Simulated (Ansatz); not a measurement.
# ZnS (F-43m) in Ansatz: a series of runs

One crystal, ZnS, is run at these levels: PBEsol0, r2SCAN50, HF; tasks: band structure.

Everything below comes from runs of Ansatz 0.2.0. Logs are shortened: lines on timing, memory, paths and dates and some standing lists are left out, and cuts for length are marked.

**The experiment to reproduce.**

“Electronic, vibrational, and thermodynamic properties of ZnS (zincblende and rocksalt structure)”, 2009, arxiv:0911.5022 quotes, for a bulk crystal of ZnS at 19 K: band gap 3.85 eV (direct).

How close the calculation comes is told below.

## (1) The structure

The structure is cubic, space group F-43m (No. 216). The conventional cell has a = 5.404 Å, b = 5.404 Å, c = 5.404 Å, α = 90.00°, β = 90.00°, γ = 90.00°. Zn (site symmetry -43m) is surrounded by 4 S at 2.34 Å. S (site symmetry -43m) has 4 Zn at 2.34 Å as nearest neighbours.

## (2) Band structure, PBEsol0

Contents of input.yaml:

```yaml
crystal:
  lattice:
    - [0.0, 2.702, 2.702]
    - [2.702, 0.0, 2.702]
    - [2.702, 2.702, 0.0]
  atoms:
    - { symbol: Zn, position: [0.75, 0.75, 0.75] }
    - { symbol: S, position: [0.0, 0.0, 0.0] }
hamiltonian:
  xc: { exchange: pbesol, correlation: pbesol, exx: { coeff: 0.25 } }
  pseudopotentials: { kind: paw }
kpoints:
  mp_grid: { grid: [5, 5, 5] }
  band_path:
    path:
      - [[0.0, 0.0, 0.0], [0.5, 0.0, 0.5], [0.5, 0.25, 0.75], [0.375, 0.375, 0.75], [0.0, 0.0, 0.0], [0.5, 0.5, 0.5], [0.625, 0.25, 0.625], [0.5, 0.25, 0.75], [0.5, 0.5, 0.5], [0.375, 0.375, 0.75]]
      - [[0.625, 0.25, 0.625], [0.5, 0.0, 0.5]]
    npoints: 4
scf:
  occupations: { method: fermi_dirac, width: 0.05 }
  n_extra_bands: 6
output:
  forces: true
  stress: true
  eigenvalues: true
  fatbands: false
```

Potentials or basis: Ansatz PAW.

Started as:

```console
$ ansatz run input.yaml --threads 2 --pin off --max-ram 5632MiB --backend cpu --events-out ev --progress --plain --runs-dir out
```

The program printed:

```text
Warning: output.stress: scf.convergence.dr2_threshold = 1e-7 eV (the SCF's general default) is looser than the 2e-10 eV advised for a printed stress (1e-10 eV for each atom of the cell: 2). What an SCF threshold leaves in a stress goes as its square root, and in the free energy as the threshold itself, and one threshold admits the most on a small cell: of the crystals measured, under no hybrid functional and no lock of the moments, on runs that ended without the residual-converged pass, on stresses that held no estimate of that error, the worst erred by over 100 MPa in a component at 1e-7 eV an atom and by under 5 at 1e-10. Set scf.convergence.dr2_threshold to 2e-10 eV or tighter. The threshold is an SCF's pass mark: one that does not reach it within its budget of iterations ends unconverged, or closes short of it on a stop that the run arms, and scf.convergence.dr2_threshold's page says what that costs each kind of run
Warning: output.stress: scf.exx.energy_threshold = 1e-6 eV is looser than the 2e-8 eV advised for a stress under a hybrid functional (1e-8 eV for each atom of the cell: 2). Every SCF of the exchange loop can meet its threshold on dr2 while the loop round them stops early: no threshold on dr2 bounds what that leaves in the stress. Set scf.exx.energy_threshold to 2e-8 eV or tighter. The threshold is the loop's pass mark: a loop that does not reach it within its budget of cycles ends unconverged, and scf.exx.energy_threshold's page has the law
Warning: RAYON_NUM_THREADS=2 ignored (pool sized by the plan → 2); use --threads N
scf.n_extra_bands = 6 over 9 filled bands (N_el = 18.0): the run solves 15 bands
Engine: ansatz 0.2.0, x86_64-unknown-linux-gnu
Pseudopotentials: kind: paw
Pseudopotential: Zn, paw, valence charge 12, recommended cutoff 420 eV (normal), Zn.paw.azcp
Pseudopotential: S, paw, valence charge 6, recommended cutoff 420 eV (normal), S.paw.azcp
Functional definition: unnamed
  parameter a_1 = 0.25
  exchange = (1 - a_1)*pbe_x(mu = 0.12345679012345678) + a_1*exact_x
  correlation = pbe_c(beta = 0.046)
Crystal: 2 atoms, lattice volume = 39.454 Å³
Basis set: ecut = 420 eV, 749 PW (Γ), exchange–correlation on 54×54×54 points (8 copies of the dense FFT grid, shifted against one another)
Bands: 15, of which v1, the nominal top of the filled ones, is band 9 counted from 1 (8 counted from 0)
Symmetry: 24 space group operations
Space group: F-43m (ITA 216), of the structure as read, at distance tolerance 3.4e-5 Å
k-points: 10 of 125 (time reversal used)
Non-local potential: Zn, projectors of the file, l = 0: 2, l = 1: 2, l = 2: 3, l = 3: 1
Non-local potential: S, projectors of the file, l = 0: 2, l = 1: 2, l = 2: 2
PAW form: soft (Blöchl's): semilocal exchange-correlation on the pseudo side does not see the compensation charge
PAW frozen core: Zn, regenerated for the run's functional, and the local potential with it (the file was generated under x = pbe(κ = 0.804, μ = 0.2195149727645171), c = pbe(β = 0.06672455060314922))
PAW frozen core: S, regenerated for the run's functional, and the local potential with it (the file was generated under x = pbe(κ = 0.804, μ = 0.2195149727645171), c = pbe(β = 0.06672455060314922))
PAW one-centre angular grid: Zn, 590 points (default); XC on 64 Gauss nodes
PAW one-centre angular grid: S, 110 points (default); XC on 64 Gauss nodes
Initial density: superposition of atomic densities (neutral atoms: chi_scale 0, normalization atom), corrected by the library's trained network
Initial wavefunctions: pseudopotential atomic-orbital guess
Functional: x = pbesol(κ = 0.804, μ = 0.12345679012345678), c = pbesol(β = 0.046), warm-up for x = 0.75 pbesol(κ = 0.804, μ = 0.12345679012345678) + 0.25 exact, c = pbesol(β = 0.046)
SCF iter   1: F=—  HF=-4167.424911 eV  |F-HF|=—  |Δ(HF+E_count)|=         —  Δρ=5.21e-3  dr2=1.49e-2  ethr=1.77e-3  ⟨swp⟩=9.5  Hψ=790  notcnv=0
preconditioner: auto → none  [insulator: Δε(μ)=1.919 eV  Ē_g=13.815 eV  σ=0.050 eV  W_gap=1.00  n_scr=14 (ndim 8)  ℏωp=25.1 eV  f_vac=0.026  D(μ)=0.00/eV (n_scr^D=0)]
iter 2 solved again at ethr=1.45e-6 eV; its pass at ethr=8.27e-5 eV (dr2=2.61e-4 eV) is discarded
SCF iter   2: F=-4167.420274 eV  HF=-4167.420297 eV  |F-HF|=2.30e-5  |Δ(HF+E_count)|=   4.61e-3  Δρ=9.32e-4  dr2=2.37e-4  ethr=1.45e-6  ⟨swp⟩=3.3  Hψ=658  notcnv=0  defer=1
eigensolver tolerance schedule: the retry pair's looser diagonalisation over-reported the residual by 0.10 of it (diagonalisation noise at 0.11 of the residual, at the tolerance the schedule requests for it); recorded, not acted on — ethr = c·dr2/N_el stays at c = 1.0e-1
SCF 1 stopped early in 2 iterations: F = -4167.420274 eV  dr2 = 2.37e-4
Initial density: handed on by an earlier stage of this run
Initial wavefunctions: those handed on with the density
Functional: x = 0.75 pbesol(κ = 0.804, μ = 0.12345679012345678) + 0.25 exact, c = pbesol(β = 0.046)
Frozen-core exchange: fock
SCF iter   1: F=—  HF=-4184.260373 eV  |F-HF|=—  |Δ(HF+E_count)|=         —  Δρ=2.14e-2  dr2=9.39e-2  ethr=1.32e-5  ⟨swp⟩=5.5  Hψ=689  notcnv=0
preconditioner: auto → none  [insulator: Δε(μ)=3.858 eV  Ē_g=17.355 eV  σ=0.050 eV  W_gap=1.00  n_scr=14 (ndim 8)  ℏωp=25.1 eV  f_vac=0.024  D(μ)=0.00/eV (n_scr^D=0)]
SCF iter   2: F=—  HF=-4184.232491 eV  |F-HF|=—  |Δ(HF+E_count)|=   2.79e-2  Δρ=3.14e-3  dr2=6.51e-3  ethr=1.32e-5  ⟨swp⟩=4.2  Hψ=533  notcnv=0
SCF iter   3: F=—  HF=-4184.238955 eV  |F-HF|=—  |Δ(HF+E_count)|=   6.46e-3  Δρ=4.67e-3  dr2=4.79e-3  ethr=1.32e-5  ⟨swp⟩=4.0  Hψ=447  notcnv=0
SCF iter   4: F=—  HF=-4184.238398 eV  |F-HF|=—  |Δ(HF+E_count)|=   5.57e-4  Δρ=2.07e-3  dr2=8.29e-4  ethr=1.32e-5  ⟨swp⟩=2.0  Hψ=241  notcnv=0
SCF iter   5: F=—  HF=-4184.239561 eV  |F-HF|=—  |Δ(HF+E_count)|=   1.16e-3  Δρ=8.17e-4  dr2=1.45e-4  ethr=3.86e-6  ⟨swp⟩=2.3  Hψ=244  notcnv=0  defer=1
SCF iter   6: F=-4184.239477 eV  HF=-4184.239478 eV  |F-HF|=1.07e-6  |Δ(HF+E_count)|=   8.30e-5  Δρ=5.57e-5  dr2=2.27e-6  ethr=7.08e-7  ⟨swp⟩=3.8  Hψ=313  notcnv=0
SCF 2 stopped early in 6 iterations: F = -4184.239477 eV  dr2 = 2.27e-6
hybrid outer 1: dexx = +1.409e-2 eV, tail = 4.31e-5 eV
Frozen-core exchange: fock
SCF iter   1: F=—  HF=-4184.238910 eV  |F-HF|=—  |Δ(HF+E_count)|=         —  Δρ=1.03e-4  dr2=3.56e-6  ethr=1.20e-6  ⟨swp⟩=5.3  Hψ=399  notcnv=0
preconditioner: auto → none  [insulator: Δε(μ)=3.880 eV  Ē_g=17.068 eV  σ=0.050 eV  W_gap=1.00  n_scr=14 (ndim 8)  ℏωp=25.1 eV  f_vac=0.026  D(μ)=0.00/eV (n_scr^D=0)]
SCF iter   2: F=—  HF=-4184.238909 eV  |F-HF|=—  |Δ(HF+E_count)|=   5.35e-7  Δρ=2.24e-5  dr2=2.39e-7  ethr=1.38e-8  ⟨swp⟩=3.9  Hψ=355  notcnv=0
SCF iter   3: F=—  HF=-4184.238910 eV  |F-HF|=—  |Δ(HF+E_count)|=   9.50e-7  Δρ=2.74e-5  dr2=1.58e-7  ethr=3.69e-10  ⟨swp⟩=4.1  Hψ=466  notcnv=0  defer=1
SCF iter   4: F=-4184.238910 eV  HF=-4184.238910 eV  |F-HF|=4.86e-9  |Δ(HF+E_count)|=   7.08e-8  Δρ=3.74e-6  dr2=7.75e-9  ethr=3.69e-10  ⟨swp⟩=4.0  Hψ=334  notcnv=0
SCF 3 converged in 4 iterations: F = -4184.238910 eV  dr2 = 7.75e-9
  Residual-converged pass: ⟨swp⟩=3.0  Hψ=289  notcnv=0  max |occ|·‖R‖ = 1.9e-6 eV (tolerance 2.4e-6 eV)  dr2=7.72e-9  dr2_onsite=2.92e-9  max |Δocc| = 6.3e-26
hybrid outer 2: dexx = +9.869e-7 eV, tail = 3.57e-8 eV, Δε = 3.98e-3 eV (about 1.50e-4 eV left of the loop's levels)
NSCF: frozen V_eff on 42 k-points
hybrid SCF converged: 2 outer / 10 inner (+2 warm-up), last move |dexx| = 9.87e-7 eV, tail = 3.57e-8 eV
Stability not checked: this state was not tested for a lower state beside it, because the functional holds exact exchange (a hybrid, or Hartree-Fock), whose exchange loop this test does not read (fock_operator; see scf.lower_state_search)
Free energy (F): -4184.238910 eV
Frozen-core exchange: fock
Harris-Foulkes:  -4184.238910 eV  (|F-HF|=4.86e-9)
Internal energy: -4184.238910 eV  (E = F + TS)
E sigma→0 (E₀):  -4184.238910 eV
Fermi energy:    6.572039 eV
--- Per-component energies (eV) ---
  E_band       = -36.716849
  E_kinetic    = 237.683884
  E_local      = -2052.471474  (includes V_loc(G=0)·N_el)
  E_nonlocal   = 649.166835
  E_hartree    = 861.324026
  E_xc         = -178.235680
  E_vxc        = -107.964282  (∫ρ·V_xc dr)
  E_exx        = -60.596661  (= α·E_x^exact, valence–valence)
  E_paw        = -2388.862712  (= ΣΔE_a)
  E_vpaw       = -364.588248  (= ΣTr[D̂ρ^β])
  E_aug_tail   = -0.000364  (compensation charges beyond the density's cutoff)
  E_ewald      = -1253.379294
  E_core_change = 1.132528  (= ΣΔE_core)
  E_smearing   = -0.000000  (= −TS)
  E_closure    = 0.000000  (closes the sum)
  Σ components = -4184.238910   (vs F -4184.238910, Δ=0.00e0)
--- Forces (eV/Å), atoms counted from 1 ---
  atom   1  Zn     0.00000000    -0.00000000    -0.00000000
  atom   2  S     -0.00000000     0.00000000     0.00000000
  max |Σ_I F_I| component: 5.55e-17 eV/Å
--- Stress (GPa, compression-positive) ---
       -1.787813       0.000000      -0.000000
       -0.000000      -1.787813       0.000000
       -0.000000       0.000000      -1.787813
  P = ⅓ Tr σ = -1.7878 GPa (-17.878 kbar)
--- Band table (eV; the first three rows and the last of 10) ---
  k-point 0: bands = ["-9.7884", "-3.4000", "-3.4000", "-3.4000", "-2.9612", "-2.9612", "4.6042", "4.6042", "4.6042", "8.4848", "12.9352", "12.9352", "12.9352", "18.4261", "18.4261"]
  k-point 1: bands = ["-9.4781", "-3.3560", "-3.3560", "-3.3383", "-2.9629", "-2.9629", "2.2566", "4.2463", "4.2463", "9.8236", "13.0448", "13.4814", "13.4814", "17.4653", "17.4653"]
  k-point 2: bands = ["-8.8957", "-3.3008", "-3.3008", "-2.9441", "-2.9441", "-2.9393", "-0.5379", "3.7497", "3.7497", "9.8122", "13.4999", "13.4999", "15.0283", "18.4199", "19.1106"]
  k-point 9: bands = ["-8.5397", "-3.2411", "-3.1969", "-3.0412", "-2.9464", "-2.6413", "-0.2199", "1.5183", "2.3916", "11.7994", "12.3917", "13.6565", "16.5061", "17.8772", "20.0854"]
```

Run time: 2.2 min. Hardware: 2 threads of Intel Xeon at 2.70GHz, shared host; peak memory 0.79 GiB.

Results:

```
Free energy             : -4184.2389 eV
Pressure                : -1.8 GPa
Band gap on the k mesh  : 3.88 eV, direct
Band gap along the path : 3.88 eV, direct
```

Levels at the corners of the path, in eV from the valence-band top:
```
point  band 7  band 8  band 9  band 10  band 11  band 12
    Γ    0.00    0.00    0.00     3.88     8.33     8.33
    X   -5.10   -2.39   -2.39     4.94     5.88    13.16
    W   -4.92   -3.05   -2.94     7.39     8.24     9.86
    K   -4.99   -3.43   -1.95     5.81     7.94    11.36
    Γ    0.00    0.00    0.00     3.88     8.33     8.33
    L   -5.72   -0.93   -0.93     5.15     8.82     8.82
    U   -4.99   -3.43   -1.95     5.81     7.94    11.36
    W   -4.92   -3.05   -2.94     7.39     8.24     9.86
    L   -5.72   -0.93   -0.93     5.15     8.82     8.82
    K   -4.99   -3.43   -1.95     5.81     7.94    11.36
    U   -4.99   -3.43   -1.95     5.81     7.94    11.36
    X   -5.10   -2.39   -2.39     4.94     5.88    13.16
```

Caveat: the PAW data sets come from PBE, with cores solved anew for the run's functional, which leaves a small shift of forces and pressure; the thresholds are loose for stress.

## (3) Band structure, r2SCAN50

input.yaml, as its differences from that of step 2:

```diff
@@ -9,3 +9,3 @@
 hamiltonian:
-  xc: { exchange: pbesol, correlation: pbesol, exx: { coeff: 0.25 } }
+  xc: r2scan50
   pseudopotentials: { kind: paw }
@@ -26 +26,5 @@
   fatbands: false
+  write_density: true
+  write_potential: true
+  elf: true
+  volumetric_format: npy
```

Potentials or basis: Ansatz PAW.

Started as:

```console
$ ansatz run input.yaml --threads 2 --pin off --max-ram 5632MiB --backend cpu --events-out ev --progress --plain --runs-dir out
```

It took 3.4 min on 2 threads of Intel Xeon at 2.70GHz, shared host; peak memory 1.2 GiB.

The run converged. Its results:

| Item | Value |
| --- | --- |
| Free energy | -4230.4344 eV |
| Pressure | -0.3 GPa |
| Band gap on the k mesh | 6.07 eV, direct |
| Band gap along the path | 6.07 eV, direct |

Levels at the corners of the path, in eV from the valence-band top:
```tsv
point	band 5	band 6	band 7	band 8	band 9	band 10	band 11	band 12	band 13	band 14
Γ	-9.42	-9.42	0.00	0.00	0.00	6.07	10.62	10.62	10.62	16.24
X	-9.37	-9.07	-5.42	-2.50	-2.50	6.84	8.02	15.82	17.16	17.16
W	-9.43	-8.92	-5.10	-3.29	-3.04	9.38	10.73	12.18	12.22	17.64
K	-9.40	-8.96	-5.21	-3.64	-2.04	7.83	10.21	13.77	14.41	15.44
Γ	-9.42	-9.42	0.00	0.00	0.00	6.07	10.62	10.62	10.62	16.24
L	-9.41	-9.15	-6.01	-0.96	-0.96	7.37	11.05	11.05	13.06	16.72
U	-9.40	-8.96	-5.21	-3.64	-2.04	7.83	10.21	13.77	14.41	15.44
W	-9.43	-8.92	-5.10	-3.29	-3.04	9.38	10.73	12.18	12.22	17.64
L	-9.41	-9.15	-6.01	-0.96	-0.96	7.37	11.05	11.05	13.06	16.72
K	-9.40	-8.96	-5.21	-3.64	-2.04	7.83	10.21	13.77	14.41	15.44
U	-9.40	-8.96	-5.21	-3.64	-2.04	7.83	10.21	13.77	14.41	15.44
X	-9.37	-9.07	-5.42	-2.50	-2.50	6.84	8.02	15.82	17.16	17.16
```

Caveat: the PAW data sets come from PBE, with cores solved anew for the run's functional, which leaves a small shift of forces and pressure; the thresholds are loose for stress.

## (4) Band structure, HF

input.yaml, as its differences from that of step 3:

```diff
@@ -9,3 +9,3 @@
 hamiltonian:
-  xc: r2scan50
+  xc: hf
   pseudopotentials: { kind: paw }
@@ -26,5 +26 @@
   fatbands: false
-  write_density: true
-  write_potential: true
-  elf: true
-  volumetric_format: npy
```

Started as:

```console
$ ansatz run input.yaml --threads 2 --pin off --max-ram 5632MiB --backend cpu --events-out ev --progress --plain --runs-dir out
```

Wall time 2 min (2 threads of Intel Xeon at 2.70GHz, shared host); peak memory 0.8 GiB.

The run converged. Its results:

| Item | Value |
| --- | --- |
| Free energy | -4170.8571 eV |
| Pressure | 8.6 GPa |
| Band gap on the k mesh | 10.25 eV, direct |
| Band gap along the path | 10.25 eV, direct |

Levels at the corners of the path, in eV from the valence-band top:
```tsv
point	band 5	band 6	band 7	band 8	band 9	band 10	band 11	band 12	band 13	band 14
Γ	-12.76	-12.76	0.00	0.00	0.00	10.25	14.88	14.88	14.88	20.75
X	-12.72	-12.20	-5.86	-2.67	-2.67	10.58	12.11	20.56	22.04	22.04
W	-12.76	-12.07	-5.38	-3.60	-3.17	13.23	15.36	16.26	16.57	22.55
K	-12.74	-12.12	-5.54	-3.91	-2.18	11.72	14.46	18.23	18.92	20.06
Γ	-12.76	-12.76	0.00	0.00	0.00	10.25	14.88	14.88	14.88	20.75
L	-12.75	-12.37	-6.45	-1.02	-1.02	11.57	15.21	15.21	17.29	21.36
U	-12.74	-12.12	-5.54	-3.91	-2.18	11.72	14.46	18.23	18.92	20.06
W	-12.76	-12.07	-5.38	-3.60	-3.17	13.23	15.36	16.26	16.57	22.55
L	-12.75	-12.37	-6.45	-1.02	-1.02	11.57	15.21	15.21	17.29	21.36
K	-12.74	-12.12	-5.54	-3.91	-2.18	11.72	14.46	18.23	18.92	20.06
U	-12.74	-12.12	-5.54	-3.91	-2.18	11.72	14.46	18.23	18.92	20.06
X	-12.72	-12.20	-5.86	-2.67	-2.67	10.58	12.11	20.56	22.04	22.04
```

Caveat: the pressure holds a Pulay correction of +0.3 GPa for the finite cutoff; the PAW data sets come from PBE, with cores solved anew for the run's functional, which leaves a small shift of forces and pressure; the thresholds are loose for stress.

## (5) The runs side by side

```csv
level,cutoff (eV),gap on the mesh (eV),pressure (GPa)
PBEsol0,420,3.88,-1.8
r2SCAN50,500,6.07,-0.3
HF,420,10.25,8.6
```

Alike in all rows: task band structure; potentials or basis Ansatz PAW; no spin polarisation; cell as given; k mesh 5 × 5 × 5; smearing fermi-dirac 0.05 eV.

On the cell as given the gap runs from 3.88 eV (PBEsol0) to 10.25 eV (HF). The pressure there spans -1.8 GPa (PBEsol0) to 8.6 GPa (HF); a positive pressure means that this level wants a larger cell, a negative one a smaller.

Caveats: the PAW data sets come from PBE, with cores solved anew for the run's functional, which leaves a small shift of forces and pressure; the thresholds are loose for stress.

Total energies depend on the potentials used, so only differences within one code and one set of settings carry meaning.

## (6) Comparison with measurements

Step 2. Against the measured gap of ZnS, 3.85 eV (direct; 19 K; quoted in “Electronic, vibrational, and thermodynamic properties of ZnS (zincblende and rocksalt structure)”, 2009, arxiv:0911.5022), the calculated 3.88 eV is off by +0.03 eV. The value is that of PBEsol0, without temperature or zero-point motion.

Step 3. A measured gap of ZnS is 3.85 eV (direct; 19 K; quoted in “Electronic, vibrational, and thermodynamic properties of ZnS (zincblende and rocksalt structure)”, 2009, arxiv:0911.5022); the calculated 6.07 eV misses it by +2.22 eV. So large a miss can be the level of theory's own, or it may mean another phase, state or a wrong row. The value is that of r2SCAN50, without temperature or zero-point motion.

Step 4. A measured gap of ZnS is 3.85 eV (direct; 19 K; quoted in “Electronic, vibrational, and thermodynamic properties of ZnS (zincblende and rocksalt structure)”, 2009, arxiv:0911.5022); the calculated 10.25 eV misses it by +6.40 eV. So large a miss can be the level of theory's own, or it may mean another phase, state or a wrong row. The value is that of HF, without temperature or zero-point motion.
